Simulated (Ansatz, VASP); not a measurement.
# One calculation of Zr, two programs

```
Zr
1.0
     1.59442    0.92054    5.25553
    -1.59442    0.92054    5.25553
     0.00000   -1.84108    5.25553
Zr
2
Cartesian
  0.0000 0.0000 3.9416
  0.0000 0.0000 11.8249
```

Alike in both runs: functional PBE; k mesh 6 × 6 × 6; occupations gaussian, width 0.1 eV; no spin polarisation.

Ansatz relaxed the structure, and its values are those at the end. VASP's run is a single point on that final structure, the one shown.

|  | VASP | Ansatz |
| --- | --- | --- |
| version | VASP 6.6.1 | Ansatz 0.2.0 |
| potentials or method | VASP PAW PBE potentials, release 64 (Zr_sv) | scalar-relativistic, plane waves, PAW |
| plane-wave cutoff (eV) | 520 | 420 |
| valence electrons in the cell | 24 | 24 |

|  | VASP | Ansatz | Ansatz less VASP |
| --- | --- | --- | --- |
| gap on the k mesh at the Fermi level (eV) | none | none | - |
| pressure (GPa) | 0.0 | 0.0 | -0.01 |

A gap of «none» marks a metal or a gap that the smearing closes.

Caveats: the k mesh is coarse (spacing up to 0.38 Å⁻¹), so the values aren't converged.
